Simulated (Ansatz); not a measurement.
# Rh: the cost of one run

Method: DFT r2SCAN, scalar-relativistic, plane waves, PAW, in Ansatz 0.2.0.

This is Rh in the hcp structure; at room conditions it is fcc.

3 further runs of the same task are left out: 1 that didn't finish, 2 set aside as unsound or not needed.

## Step 1: The starting structure

It takes space group P6_3/mmc (No. 194, hexagonal). Conventional cell: a = 2.704 Å, b = 2.704 Å, c = 4.349 Å, α = 90.00°, β = 90.00°, γ = 120.00°. Rh (site symmetry -6m2) has 12 Rh at 2.68 to 2.70 Å as nearest neighbours.

As a file:

```
Rh
1.0
     2.70364    0.00000    0.00000
    -1.35182    2.34142    0.00000
     0.00000    0.00000    4.34862
Rh
2
Direct
  0.66667 0.33333 0.75000
  0.33333 0.66667 0.25000
```

It goes back to an entry of the Materials Project, which need not be the stable form.

It is the result of an earlier relaxation at this level (volume 13.76 Å³/atom; gap on the mesh: none (metal)).

## Step 2: Zero of the scan

Contents of input.yaml:

```yaml
crystal:
  lattice:
    - [2.7036431827, 0.0, 0.0]
    - [-1.3518215913, 2.341423679, 0.0]
    - [0.0, 0.0, 4.3486172211]
  atoms:
    - { symbol: Rh, position: [0.6666666667, 0.3333333333, 0.75] }
    - { symbol: Rh, position: [0.3333333333, 0.6666666667, 0.25] }
basis:
  ecutwfc: 500
kpoints:
  mp_grid: { grid: [30, 30, 16] }
hamiltonian:
  xc: r2scan
scf:
  occupations: { method: gaussian, width: 0.15 }
output:
  forces: true
  stress: true
  eigenvalues: true
  write_density: true
  write_potential: true
  elf: true
  volumetric_format: npy
```

Command:

```sh
ansatz run input.yaml --threads 1 --pin off --max-ram 2560MiB --backend cpu --events-out ev --progress --plain --runs-dir out
```

**Question.** How long does this run take on 1 thread of Intel Xeon Platinum 8259CL at 2.50GHz (Skylake/Cascade Lake), shared host, and how much memory does it need?

About 80 s, with a peak of 0.78 GiB.
